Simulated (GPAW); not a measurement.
Runs of GPAW 26.7.0 on Fe. The structure is cubic, space group Im-3m (No. 229). The conventional cell has a = 2.886 Å, b = 2.886 Å, c = 2.886 Å, α = 90.00°, β = 90.00°, γ = 90.00°. Fe (site symmetry m-3m) has 8 Fe at 2.50 Å as nearest neighbours. 

| task | level | potentials or basis | spin | U | fixed moment (μB) | cell | k mesh | maxiter | U projector left unscaled | random start of the orbitals | k mesh for the DOS | dos width | other keys | gap on the mesh (eV) | pressure (GPa) | moment (μB) | V0 of scaled cells (Å³/atom) | B0 (GPa) |
| --- | --- | --- | --- | --- | --- | --- | --- | --- | --- | --- | --- | --- | --- | --- | --- | --- | --- | --- |
| single point | PBE | GPAW PAW data sets (gpaw-data 1.2.1), pw | collinear, ferromagnetic start | - | - | as given | 13 × 13 × 13 | 150 | - | - | - | - | - | none | (b) | 2.25 | - | - |
| single point | PBE | GPAW PAW data sets (gpaw-data 1.2.1), pw | collinear, ferromagnetic start | - | - | cell strained at random at fixed volume | 13 × 13 × 13 | 150 | - | - | - | - | - | none | -7.8 | 2.25 | - | - |
| density of states | r2SCAN+U | GPAW PAW data sets (gpaw-data 1.2.1), pw | collinear, random start | Fe d U = 6.2 eV | - | volume scaled by 1.15 | 12 × 12 × 12 | 50 | no | yes | 18 × 18 × 18 | 0.1 eV | several, not listed | none | 4.6 | 3.36 | - | - |
| equation of state | C09-vdW | GPAW PAW data sets (gpaw-data 1.2.1), pw | collinear, random start | - | -2.74 | as given | 12 × 12 × 12 | 150 | - | - | - | - | - | - | - | - | 12.03 | (a) |
| electron localisation function | vdW-DF2 | GPAW PAW data sets (gpaw-data 1.2.1), pw | collinear, ferromagnetic start | - | - | as given | 13 × 13 × 13 | 80 | - | - | - | - | several, not listed | none | - | 2.11 | - | - |
| atomic charges | RPBE+U | the program's PAW data sets (release 1.2.1) made for this functional, pw | collinear, random start | Fe d U = 6.2 eV | - | volume scaled by 1.04 | 13 × 13 × 13 | 150 | yes | - | - | - | - | none | 22.1 | 3.08 | - | - |
| equation of state | revPBE+D4 | PAW data sets generated in the run's folder for this functional, pw | collinear, ferromagnetic start | - | 3.0 | as given | 13 × 13 × 13 | 50 | - | - | - | - | several, not listed | - | - | - | 12.49 | (c) |

Alike in all rows: cutoff (eV) 600; smearing fermi-dirac 0.05 eV.

**Question.** Fill in the values left out.

**Answer.** (a) 204; (b) -8.0; (c) 182.

Caveats: the PAW data sets were made with another functional, which shifts forces and pressure a little (some runs); the U is typed as a test and isn't derived for this compound (some runs); the total moment is fixed, so each spin has its own Fermi level (some runs).

A gap of «none» marks a metal or a gap under the smearing width.
